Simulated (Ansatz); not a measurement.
# Ti3Al: single point with revPBE0+D3(BJ)

Ti3Al:

```
CELL_PARAMETERS angstrom
0.00000 3.23178 3.23178
3.23178 0.00000 3.23178
3.23178 3.23178 0.00000
ATOMIC_POSITIONS crystal
Ti 0.00000 0.00000 0.00000
Ti 0.25000 0.25000 0.25000
Ti 0.75000 0.75000 0.75000
Al 0.50000 0.50000 0.50000
```

The cell comes from a database or a generator and needn't be the stable form of this composition.

```
Program             : Ansatz 0.2.0
Task                : single point
Functional          : revPBE0
Dispersion          : D3(BJ)
Potentials or basis : Ansatz PAW
Cutoff              : 420 eV
Density cutoff      : 1680 eV
k mesh              : 5 × 5 × 5
Occupations         : cold, width 0.15 eV
Spin                : collinear spin, program default start
Driver              : chain
```

```yaml
Pressure: -8.7 GPa
Band_gap_on_the_k_mesh: none (metal or under the smearing width)
Net_moment: 2.43 μB per cell
Absolute_moment: 2.97 μB per cell
Site_moments: Ti +1.52, +0.18; Al -0.05 μB
```

Levels at points of the mesh, in eV from the Fermi level:
Spin up:
| k point | band 19 | band 20 | band 21 | band 22 | band 23 | band 24 |
| --- | --- | --- | --- | --- | --- | --- |
| (0.00, 0.00, 0.00) | -1.43 | -1.43 | -1.43 | 3.28 | 3.28 | 3.28 |
Spin down:
```
           k point  band 15  band 16  band 17  band 18  band 19  band 20  band 21  band 22
(0.00, 0.00, 0.00)    -2.30    -1.93    -1.93    -1.93     2.11     2.11     2.11     3.80
```

It took 2.2 min on 2 threads of Arm Neoverse V1, on a shared host, peak memory 1.4 GiB.

Caveat: the potentials were made for another functional, which shifts forces and pressure; the magnetic or orbital state may not be the lowest; pairwise dispersion overbinds metals, which lowers pressure and volume; the thresholds are loose for stress.
